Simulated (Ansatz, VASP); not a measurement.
# One calculation of Ru, two programs

INCAR

```
PREC = Accurate ; ENCUT = 520
EDIFF = 1E-7 ; ISMEAR = -1
SIGMA = 0.03 ; LREAL = False
LASPH = True ; NELM = 80
ALGO = Normal ; ISIF = 2
LWAVE = False ; LCHARG = True
GGA = PE ; LELF = True
LVHAR = True ; NBANDS = 21
```

Contents of KPOINTS:

```
Automatic mesh
0
Gamma
  14 14 8
```

File POSCAR:

```
Ru
1.0
    2.7057993342     -0.0270579933      0.0000000000
   -1.3763325767      2.3568199577      0.0000000000
    0.0000000000      0.0000000000      4.2819000000
Ru
2
Direct
    0.3333333333      0.6666666667      0.2500000000
    0.6666666667      0.3333333333      0.7500000000
```

Input for Ansatz:

```yaml
crystal:
  lattice:
    - [2.7057993342, -0.0270579933, 0.0]
    - [-1.3763325767, 2.3568199577, 0.0]
    - [0.0, 0.0, 4.2819]
  atoms:
    - { symbol: Ru, position: [0.3333333333, 0.6666666667, 0.25] }
    - { symbol: Ru, position: [0.6666666667, 0.3333333333, 0.75] }
kpoints:
  mp_grid: { grid: [14, 14, 8] }
scf:
  occupations: { method: fermi_dirac, width: 0.03 }
hamiltonian:
  xc: pbe
  pseudopotentials: { kind: all_electron, lapw: { basis_error: 0.0005 } }
output:
  forces: true
  stress: true
  eigenvalues: true
```

Change from the starting cell: xy shear strain of -2 %.

Alike in both runs: task single point; functional PBE; k mesh 14 × 14 × 8; occupations fermi-dirac, width 0.03 eV; no spin polarisation.

```csv
,VASP,Ansatz
version,VASP 6.6.1,Ansatz 0.2.0
potentials or method,"VASP PAW PBE potentials, release 64 (Ru_pv)","all-electron LAPW, scalar-relativistic"
plane-wave cutoff (eV),520,see its input
```

```csv
,VASP,Ansatz,Ansatz less VASP
pressure (GPa),4.6,4.6,+0.02
largest component of the traceless stress (GPa),4.01,4.01,-0.003
rms of the force components (eV/Å),0.051,0.051,-0.0001
```

Atom by atom the forces differ by 0.000 eV/Å (rms over components). Ansatz ran all-electron here, so the differences hold the error of VASP's frozen core and of both bases.
